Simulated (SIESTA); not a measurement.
**CuAu in SIESTA: convergence with basis size**

The system is CuAu.

```
Au Cu
1.0
     2.81075    0.00000    0.00000
     0.00000    2.81075    0.00000
     0.00000    0.00000    3.68500
Au Cu
1 1
Direct
  0.99294 0.00315 0.98443
  0.49656 0.48971 0.49476
```

The cell isn't the ideal one: atoms moved at random, drawn with an rms of 0.05 Å.

| Item | Value |
| --- | --- |
| Program | SIESTA 5.4.2 |
| Task | single point |
| Functional | PBEsol |
| Potentials or basis | PseudoDojo 0.4 standard (PBEsol files) |
| Basis | SZ (energy shift 0.003 Ry) |
| Grid cutoff | 800 Ry |
| Energy shift | 0.003 Ry |
| k mesh | 7 × 7 × 5 |
| Occupations | fermi-dirac, width 0.05 eV |
| Spin | no spin polarisation |

These are the settings of the first run; the series varies basis size, with any setting tied to it.

Hardware: 1 thread of AMD EPYC 7R43 64-Core Processor (Zen 3), on a shared host.

Q: The values tried are SZ, SZP, DZ, DZP, DZDP, TZP, TZDP, TZTP, loosest first. From which on does the pressure stay within 0.1 GPa of the tightest run that finished?

A: From TZDP on.

```tsv
basis size	energy less the tightest run, at zero smearing (meV/atom)	pressure (GPa)	largest force (eV/Å)	SCF cycles	CPU time (s)	peak memory (GiB)
SZ	4065.07	27.71	0.357	6	9.3	0.22
SZP	309.82	-6.95	0.332	12	25	0.26
DZ	530.96	-7.82	0.391	12	21	0.23
DZP	93.43	-3.42	0.330	12	37	0.28
DZDP	46.04	-3.15	0.329	12	51	0.3
TZP	54.10	-3.97	0.313	12	50	0.3
TZDP	15.14	-3.56	0.317	12	66	0.32
TZTP	0.00	-3.60	0.313	12	96	0.35
```

Against the tightest run, the largest force stays within 0.005 eV/Å from TZP on. Not settled before the last step: the energy (to 1 meV/atom). The tightest run that finished is the yardstick and may itself not be fully converged.

Caveat, for the tightest run too: short orbitals over semicore shells can move pressures by several GPa; the basis of atomic orbitals isn't converged, which shifts pressures, moduli and gaps. The run has no spin-orbit coupling, so splittings on Au are missing.
